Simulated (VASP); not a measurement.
# AlN (F-43m) in VASP: a series of runs

The runs below take AlN through relaxation of cell and atoms, with r2SCAN.

All numbers are computed with VASP 6.6.1; they aren't measurements. Logs are shortened: lines on timing, memory, paths and dates and some standing lists are left out, and cuts for length are marked.

## 1. The crystal as given

The structure is cubic, space group F-43m (No. 216). Conventional cell: a = 4.368 Å, b = 4.368 Å, c = 4.368 Å, α = 90.00°, β = 90.00°, γ = 90.00°. Al (site symmetry -43m) has 4 N at 1.89 Å as nearest neighbours. N (site symmetry -43m) is surrounded by 4 Al at 1.89 Å.

Measurements of this composition are mostly on another form, of space group No. 186.

## 2. Relaxation of cell and atoms, r2SCAN

INCAR reads:

```
PREC     = Accurate       # precision mode
ENCUT    = 520            # plane-wave cutoff, eV
EDIFF    = 1E-7           # SCF threshold, eV
ISMEAR   = 0              # smearing method
SIGMA    = 0.02           # smearing width, eV
LREAL    = False          # projectors in reciprocal space
LASPH    = True           # aspherical terms in the spheres
NELM     = 100            # most SCF steps
ALGO     = Normal         # electronic algorithm
ISIF     = 3              # what is computed and relaxed
LWAVE    = False          # write WAVECAR
LCHARG   = False          # write CHGCAR
METAGGA  = R2SCAN         # meta-GGA
LMIXTAU  = True         
IBRION   = 2              # ionic algorithm
NSW      = 80             # ionic steps
EDIFFG   = -0.002         # ionic threshold
```

KPOINTS reads:

```
regular mesh
0
Gamma
  12 12 12
```

POSCAR reads:

```
AlN
1.0
    0.0000000000      2.1839935600      2.1839935600
    2.1839935600      0.0000000000      2.1839935600
    2.1839935600      2.1839935600      0.0000000000
Al N
1 1
Direct
    0.0000000000      0.0000000000      0.0000000000
    0.7500000000      0.7500000000      0.7500000000
```

Potentials or basis: VASP PAW PBE potentials, release 64 (Al, N).

Command:

```
cat potpaw_PBE.64/Al/POTCAR potpaw_PBE.64/N/POTCAR > POTCAR
mpirun -np 1 vasp_std > vasp.out
```

OUTCAR:

```text
PREC = Accurate
   ENCUT = 520
   EDIFF = 1E-7
   ISMEAR = 0
   LREAL = False
   LASPH = True
   NELM = 100
   ISIF = 3
   METAGGA = R2SCAN
   IBRION = 2
   NSW = 80
   EDIFFG = -0.002

 ion  position               nearest neighbor table
   1  0.000  0.000  0.000-   2 1.89   2 1.89   2 1.89   2 1.89
   2  0.750  0.750  0.750-   1 1.89   1 1.89   1 1.89   1 1.89

  LATTYP: Found a face centered cubic cell.
 ALAT       =     4.3679871200

  Lattice vectors:

 A1 = (   0.0000000000,   2.1839935600,   2.1839935600)
 A2 = (   2.1839935600,   0.0000000000,   2.1839935600)
 A3 = (   2.1839935600,   2.1839935600,   0.0000000000)

Analysis of symmetry for initial positions (statically):
=====================================================================
 Subroutine PRICEL returns:
 Original cell was already a primitive cell.

 Routine SETGRP: Setting up the symmetry group for a
 face centered cubic supercell.

 Subroutine GETGRP returns: Found 24 space group operations
 (whereof 24 operations were pure point group operations)
 out of a pool of 48 trial point group operations.

The static configuration has the point symmetry T_d .

Analysis of symmetry for dynamics (positions and initial velocities):
=====================================================================
 Subroutine PRICEL returns:
 Original cell was already a primitive cell.

 Routine SETGRP: Setting up the symmetry group for a
 face centered cubic supercell.

 Subroutine GETGRP returns: Found 24 space group operations
 (whereof 24 operations were pure point group operations)
 out of a pool of 48 trial point group operations.

The dynamic configuration has the point symmetry T_d .

 Subroutine INISYM returns: Found 24 space group operations
 (whereof 24 operations are pure point group operations),
 and found     1 'primitive' translations

----------------------------------------------------------------------------------------

                                     Primitive cell

  volume of cell :      20.8345

  direct lattice vectors                    reciprocal lattice vectors
     0.000000000  2.183993560  2.183993560    -0.228938404  0.228938404  0.228938404
     2.183993560  0.000000000  2.183993560     0.228938404 -0.228938404  0.228938404
     2.183993560  2.183993560  0.000000000     0.228938404  0.228938404 -0.228938404

  length of vectors
     3.088633313  3.088633313  3.088633313     0.396532948  0.396532948  0.396532948

  position of ions in fractional coordinates (direct lattice)
     0.000000000  0.000000000  0.000000000
     0.750000000  0.750000000  0.750000000

  ion indices of the primitive-cell ions
   primitive index   ion index
                 1           1
                 2           2

----------------------------------------------------------------------------------------

 KPOINTS: regular mesh

Automatic generation of k-mesh.
 Grid dimensions read from file:
 generate k-points for:   12   12   12

 Generating k-lattice:

  Cartesian coordinates                     Fractional coordinates (reciprocal lattice)
    -0.019078200  0.019078200  0.019078200     0.083333333  0.000000000  0.000000000
     0.019078200 -0.019078200  0.019078200     0.000000000  0.083333333  0.000000000
     0.019078200  0.019078200 -0.019078200     0.000000000  0.000000000  0.083333333

  Length of vectors
     0.033044412  0.033044412  0.033044412

  Shift w.r.t. Gamma in fractional coordinates (k-lattice)
     0.000000000  0.000000000  0.000000000

 Subroutine IBZKPT returns following result:
 ===========================================

 Found     72 irreducible k-points:

 Following reciprocal coordinates:
            Coordinates               Weight
  0.000000  0.000000  0.000000      1.000000
  0.083333  0.000000  0.000000      8.000000
  0.166667  0.000000  0.000000      8.000000
  0.250000  0.000000  0.000000      8.000000
  0.333333  0.000000  0.000000      8.000000
  0.416667  0.000000  0.000000      8.000000
[... 16 lines left out ...]
  0.500000  0.166667  0.000000     24.000000
 -0.416667  0.166667  0.000000     24.000000
 [... further k-points ...]
   k-points           NKPTS =     72   k-points in BZ     NKDIM =     72   number of bands    NBANDS=      8
   number of dos      NEDOS =    301   number of ions     NIONS =      2
   total plane-waves  NPLWV =  13824
   dimension x,y,z NGX =    24 NGY =   24 NGZ =   24
   dimension x,y,z NGXF=    48 NGYF=   48 NGZF=   48
   ions per type =               1   1
   NGX,Y,Z   is equivalent  to a cutoff of  12.92, 12.92, 12.92 a.u.
   NGXF,Y,Z  is equivalent  to a cutoff of  25.84, 25.84, 25.84 a.u.
 SYSTEM =  unknown system
   PREC   = accura    normal or accurate (medium, high low for compatibility)
   ISTART =      0    job   : 0-new  1-cont  2-samecut
   ICHARG =      2    charge: 1-file 2-atom 10-const
   ISPIN  =      1    spin polarized calculation?
   LNONCOLLINEAR =      F non collinear calculations
   LSORBIT =      F    spin-orbit coupling
   LASPH  =      T    aspherical Exc in radial PAW
   ENCUT  =  520.0 eV  38.22 Ry    6.18 a.u.   5.74  5.74  5.74*2*pi/ulx,y,z
   NELM   =    100;   NELMIN=  2; NELMDL= -5     # of ELM steps
   EDIFF  = 0.1E-06   stopping-criterion for ELM
   LREAL  =      F    real-space projection
   EDIFFG = -.2E-02   stopping-criterion for IOM
   NSW    =     80    number of steps for IOM
   IBRION =      2    ionic relax: 0-MD 1-quasi-New 2-CG
   NFREE  =      1    steps in history (QN), initial steepest desc. (CG)
   ISIF   =      3    stress and relaxation
   ISYM   =      2    0-nonsym 1-usesym 2-fastsym
   POTIM  = 0.5000    time-step for ionic-motion
   TEBEG  =    0.0;   TEEND  =   0.0 temperature during run
   PSTRESS=    0.0 pullay stress
   NELECT =       8.0000    total number of electrons
   NUPDOWN=      -1.0000    fix difference up-down
   EMIN   =  10.00;   EMAX   =-10.00  energy-range for DOS
   EFERMI =   0.00;   METHOD = LEGACY
   ISMEAR =     0;   SIGMA  =   0.02  broadening in eV -4-tet -1-fermi 0-gaus
   EFERMI_NEDOS =   21; number of points for ismear=-14 and -15
   IALGO  =     38    algorithm
   IMIX   =      4    mixing-type and parameters
     AMIX     =   0.40;   BMIX     =  1.00
     AMIX_MAG =   1.60;   BMIX_MAG =  1.00
  volume/ion in A,a.u.               =      10.42        70.30
  Fermi-wavevector in a.u.,A,eV,Ry     =   1.189899  2.248583 19.263943  1.415860
  Thomas-Fermi vector in A             =   2.325996
   LORBIT       =      0    0 simple, 1 ext, 2 COOP (PROOUT), +10 PAW based schemes
   METAGGA = R2SCAN    functional components
   LHFCALC =     F    Hartree Fock is set to
   AEXX    =    0.0000 exact exchange contribution
   IVDW    =     0    specifies the selected vdW correction
   LEPSILON=     F    determine dielectric tensor
   LRPA    =     F    only Hartree local field effects (RPA)
 conjugate gradient relaxation of ions
 non-spin polarized calculation
 Gauss-broadening in eV      SIGMA  =   0.02
  energy-cutoff  :      520.00
  volume of cell :       20.83
 maximum number of plane-waves:       569
   NGX = 11   NGY = 11   NGZ = 11

--------------------------------------- Ionic step        1  -------------------------------------------

 number of electron       8.0000000 magnetization

 Free energy of the ion-electron system (eV)
  ---------------------------------------------------
  ext. energy  EPLUGINS =         0.00000000
  ---------------------------------------------------
  free energy    TOTEN  =       -19.17971735 eV

  energy without entropy =      -19.17971735  energy(sigma->0) =      -19.17971735

------------------------ aborting loop because EDIFF is reached ----------------------------------------

  FORCE on cell =-STRESS in cart. coord.  units (eV):
  Direction    XX          YY          ZZ          XY          YZ          ZX
  --------------------------------------------------------------------------------------
  -------------------------------------------------------------------------------------
  Total       -0.0170270     -0.0170270     -0.0170270      0.0000000     -0.0000000      0.0000000
  in kB       -1.3093745     -1.3093745     -1.3093745      0.0000000     -0.0000000      0.0000000
  external PRESSURE =      -1.3093745 kB  Pullay stress =       0.0000000 kB
[... 93 lines left out ...]
  energy  without entropy=      -19.1797197324  energy(sigma->0) =      -19.17971973

--------------------------------------- Ionic step        4  -------------------------------------------

 number of electron       8.0000000 magnetization

 Free energy of the ion-electron system (eV)
  ---------------------------------------------------
  ext. energy  EPLUGINS =         0.00000000
  ---------------------------------------------------
  free energy    TOTEN  =       -19.17971925 eV

  energy without entropy =      -19.17971925  energy(sigma->0) =      -19.17971925

 E-fermi :   5.8430     XC(G=0): -11.4212

 val. band max:        5.6987206183   @ k =   0.0000   0.0000   0.0000
 cond. band min:       9.6341280790   @ k =   0.5000   0.5000   0.0000
 fundamental gap:      3.9354074607
 Fermi energy:         5.8429508778

 k-point     1 :       0.0000    0.0000    0.0000
  band No.  band energies     occupation
      1     -10.0465      2.00000
      2       5.6987      2.00000
      3       5.6987      2.00000
      4       5.6987      2.00000
      5      10.5970      0.00000
      6      19.2264      0.00000
      7      19.2264      0.00000
      8      19.2264      0.00000
[... 243 lines left out ...]
 k-point    24 :      -0.4167    0.1667    0.0000
  band No.  band energies     occupation
      1      -7.8530      2.00000
      2       0.2753      2.00000
      3       3.9109      2.00000
      4       4.9751      2.00000
      5      14.1160      0.00000
      6      15.3781      0.00000
      7      18.5776      0.00000
      8      18.9353      0.00000

 [... further k-points ...]

------------------------ aborting loop because EDIFF is reached ----------------------------------------

  FORCE on cell =-STRESS in cart. coord.  units (eV):
  Direction    XX          YY          ZZ          XY          YZ          ZX
  --------------------------------------------------------------------------------------
  -------------------------------------------------------------------------------------
  Total        0.0000641      0.0000641      0.0000641      0.0000000      0.0000000      0.0000000
  in kB        0.0049323      0.0049323      0.0049323      0.0000000      0.0000000      0.0000000
  external PRESSURE =       0.0049323 kB  Pullay stress =       0.0000000 kB
[... 17 lines left out ...]
  FREE ENERGIE OF THE ION-ELECTRON SYSTEM (eV)
  ---------------------------------------------------
  free  energy   TOTEN  =       -19.1797192543 eV

  energy  without entropy=      -19.1797192543  energy(sigma->0) =      -19.17971925

 reached required accuracy - stopping structural energy minimisation
```

It took 3 min on 1 thread of AMD EPYC 7R13 (Zen 3), shared host; peak memory 0.11 GiB.

Results:

| Item | Value |
| --- | --- |
| Free energy | -19.1797 eV |
| Relaxed volume | 10.41 Å³/atom |
| Relaxed cell | a = 3.088 Å, b = 3.088 Å, c = 3.088 Å, α = 60.00°, β = 60.00°, γ = 60.00° |
| Space group after relaxing (to 0.05 Å) | F-43m (No. 216) |
| Energy gained by relaxing | 0.0 meV/atom |
| Ionic steps | 4 |
| Pressure after relaxing | 0.0 GPa |
| Band gap on the k mesh | 3.94 eV, indirect (least direct gap 4.90 eV) |

Final structure:
```cif
data_structure
_symmetry_space_group_name_H-M 'P 1'
_symmetry_Int_Tables_number 1
_cell_length_a 3.0880
_cell_length_b 3.0880
_cell_length_c 3.0880
_cell_angle_alpha 60.000
_cell_angle_beta 60.000
_cell_angle_gamma 60.000
_cell_volume 20.82
loop_
_atom_site_label
_atom_site_type_symbol
_atom_site_fract_x
_atom_site_fract_y
_atom_site_fract_z
_atom_site_occupancy
Al1 Al 0.00000 0.00000 0.00000 1
N1 N 0.75000 0.75000 0.75000 1
```

Levels at points of the mesh, in eV from the valence-band top:
| k point | band 1 | band 2 | band 3 | band 4 | band 5 | band 6 | band 7 | band 8 |
| --- | --- | --- | --- | --- | --- | --- | --- | --- |
| (0.00, 0.00, 0.00) | -15.75 | 0.00 | 0.00 | 0.00 | 4.90 | 13.53 | 13.53 | 13.53 |
| (0.50, 0.00, 0.00) | -13.73 | -5.90 | -0.49 | -0.49 | 8.22 | 10.83 | 11.95 | 11.95 |
| (0.50, 0.50, 0.00) | -13.10 | -4.95 | -1.81 | -1.81 | 3.94 | 9.48 | 15.21 | 16.96 |

Caveat: the PAW data sets were made with another functional, which shifts forces and pressure a little. r2SCAN opens gaps a little over a GGA but as a rule still falls short of measured ones.

## 3. Relaxation of cell and atoms, r2SCAN

INCAR is that of step 2.

KPOINTS is that of step 2.

POSCAR reads:

```
AlN                                     
1.0
    0.0000000000      2.1835457775      2.1835457775
    2.1835457775     -0.0000000000      2.1835457775
    2.1835457775      2.1835457775     -0.0000000000
  Al              N             
     1     1
Direct
     0.0000000000000000    1.0000000000000000    0.0000000000000000
     0.7500000000000000    0.7500000000000000    0.7500000000000000
```

Potentials or basis: VASP PAW PBE potentials, release 64 (Al, N).

Command:

```
cat potpaw_PBE.64/Al/POTCAR potpaw_PBE.64/N/POTCAR > POTCAR
mpirun -np 1 vasp_std > vasp.out
```

Wall time 79 s (1 thread of AMD EPYC 7R13 (Zen 3), shared host); peak memory 0.11 GiB.

The run converged. Its results:

```
Free energy             : -19.1797 eV
Pressure after relaxing : 0.0 GPa
Band gap on the k mesh  : 3.94 eV, indirect (least direct gap 4.90 eV)
```

Final structure:
```
CELL_PARAMETERS angstrom
0.00000 2.18355 2.18355
2.18355 0.00000 2.18355
2.18355 2.18355 0.00000
ATOMIC_POSITIONS crystal
Al 0.00000 0.00000 0.00000
N 0.75000 0.75000 0.75000
```

Levels at points of the mesh, in eV from the valence-band top:
```csv
k point,band 1,band 2,band 3,band 4,band 5,band 6,band 7,band 8
"(0.00, 0.00, 0.00)",-15.75,0.00,0.00,0.00,4.90,13.53,13.53,13.53
"(0.50, 0.00, 0.00)",-13.73,-5.90,-0.49,-0.49,8.22,10.83,11.95,11.95
"(0.50, 0.50, 0.00)",-13.10,-4.95,-1.81,-1.81,3.94,9.48,15.21,16.96
```

Caveat: the relaxation stopped at its first step, so nothing moved; the PAW data sets were made with another functional, which shifts forces and pressure a little. r2SCAN opens gaps a little over a GGA but as a rule still falls short of measured ones.
